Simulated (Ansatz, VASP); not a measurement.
GaSb: VASP beside Ansatz

The input INCAR:

```
SYSTEM = GaSb
ALGO = Normal
EDIFF = 1E-6
ENCUT = 520
ISIF = 2
ISMEAR = 0
LASPH = .True.
LCHARG = .False.
LREAL = .False.
LWAVE = .False.
NBANDS = 16
NELM = 100
PREC = Accurate
SIGMA = 0.15
```

Contents of KPOINTS:

```
k-points
0
Gamma
  16 16 16
  0 0 0
```

File POSCAR:

```
GaSb
1.0
   -2.6903114696      2.6903114696      1.5386446001
    2.6903114696     -2.6903114696      1.5386446001
    2.6903114696      2.6903114696     -1.5386446001
Ga Sb
1 1
Direct
    0.2500000000      0.7500000000      0.5000000000
    0.0000000000      0.0000000000      0.0000000000
```

Input for Ansatz:

```yaml
crystal:
  lattice:
    - [-2.6903114696, 2.6903114696, 1.5386446001]
    - [2.6903114696, -2.6903114696, 1.5386446001]
    - [2.6903114696, 2.6903114696, -1.5386446001]
  atoms:
    - { symbol: Ga, position: [0.25, 0.75, 0.5] }
    - { symbol: Sb, position: [0.0, 0.0, 0.0] }
basis:
  ecutwfc: 420
kpoints:
  mp_grid: { grid: [16, 16, 16] }
hamiltonian:
  xc: lda
  pseudopotentials: { kind: paw, azcp: { folder: soft_1 } }
scf:
  occupations: { method: gaussian, width: 0.15 }
output:
  forces: true
  stress: true
  eigenvalues: true
```

Measurements of this composition are mostly on another form, of space group No. 216.

Alike in both runs: task single point; functional LDA; k mesh 16 × 16 × 16; occupations gaussian, width 0.15 eV; no spin polarisation.

|  | VASP | Ansatz |
| --- | --- | --- |
| version | VASP 6.6.1 | Ansatz 0.2.0 |
| potentials or method | VASP PAW LDA potentials, release 64 (Ga_d, Sb) | scalar-relativistic, plane waves, PAW |
| plane-wave cutoff (eV) | 520 | 420 |
| valence electrons in the cell | 18 | 28 |

VASP gave:

| Item | Value |
| --- | --- |
| gap on the k mesh at the Fermi level (eV) | none |
| pressure (GPa) | 0.1 |

What did Ansatz give for the same quantities?

gap on the k mesh at the Fermi level (eV): none; pressure (GPa): 0.0.

A gap of «none» marks a metal or a gap that the smearing closes. The two sets of potentials don't hold the same shells in valence. Ansatz warned: «pseudo_functional_mismatch».

Spin-orbit coupling is left out, which matters for the levels of Sb.
